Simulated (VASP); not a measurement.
# SrO: optical spectrum of independent particles, by functional and spin-orbit coupling

SrO, P6_3mc (no. 186), 4 atoms in the cell.

| Functional | Spin-orbit coupling | ε at zero frequency, electronic | Mean energy of the absorption, weighted by Im ε (eV) | Refractive index at 633 nm | Refractive index at 1064 nm | Direct gap on the mesh (eV) | Time (s) |
|---|---|---|---|---|---|---|---|
| PBE | no | 3.50 | 9.92 | 1.94 | 1.89 | 2.63 | 33 |
| LDA | no | 3.63 | 9.88 | 1.98 | 1.93 | 2.45 | 32 |
| PBEsol | no | 3.58 | 9.89 | 1.96 | 1.91 | 2.50 | 27 |
| r2SCAN | no | 3.22 | 10.20 | 1.84 | 1.81 | 3.01 | 175 |
| TB-mBJ | no | 2.70 | 10.78 | 1.66 | 1.65 | 5.17 | 230 |
| AM05 | no | 3.49 | 9.98 | 1.93 | 1.89 | 2.70 | 32 |
| PBE | yes | 3.50 | 9.93 | 1.94 | 1.89 | 2.63 | 212 |
| TB-mBJ | yes | 2.70 | 10.81 | 1.66 | 1.65 | 5.17 | 2639 |

Limits: The pull between electron and hole is left out; rows 1, 2, 3, 4, 6, 7: the onset follows the functional's gap, which semilocal functionals usually make too small.

## Input of the first row

INCAR:
```
SYSTEM = SrO
  ALGO = Normal
  CSHIFT = 0.1
  EDIFF = 1E-7
  ENCUT = 460
  GGA = PE
  ISMEAR = 0
  KPAR = 4
  LASPH = .True.
  LCHARG = .False.
  LOPTICS = .True.
  LWAVE = .True.
  NBANDS = 40
  NEDOS = 2000
  PREC = Accurate
  SIGMA = 0.02
```

KPOINTS:
```
k-points
0
Gamma
  10 10 8
```

POSCAR:
```
SrO
1.0
    4.2754662656      0.0000000000      0.0000000000
   -2.1377331328      3.7026623990      0.0000000000
    0.0000000000      0.0000000000      5.1555949900
Sr O
2 2
Direct
    0.6666666667      0.3333333333      0.4381277000
    0.3333333333      0.6666666667      0.9381277000
    0.6666666667      0.3333333333      0.9368723000
    0.3333333333      0.6666666667      0.4368723000
```

Commands:
```
cat potpaw_PBE.64/Sr_sv/POTCAR potpaw_PBE.64/O/POTCAR > POTCAR
mpirun -np 4 vasp_std > vasp.out
```

Changes of row 7 against the first:
```
- NBANDS = 40
+ NBANDS = 80
+ LSORBIT = True
+ MAGMOM = 12*0
+ GGA_COMPAT = False
- vasp_std
+ vasp_ncl
```

VASP 6.6.1 took 33 s on 4 cores (AMD EPYC 9R45 (Zen 5)), a shared host.
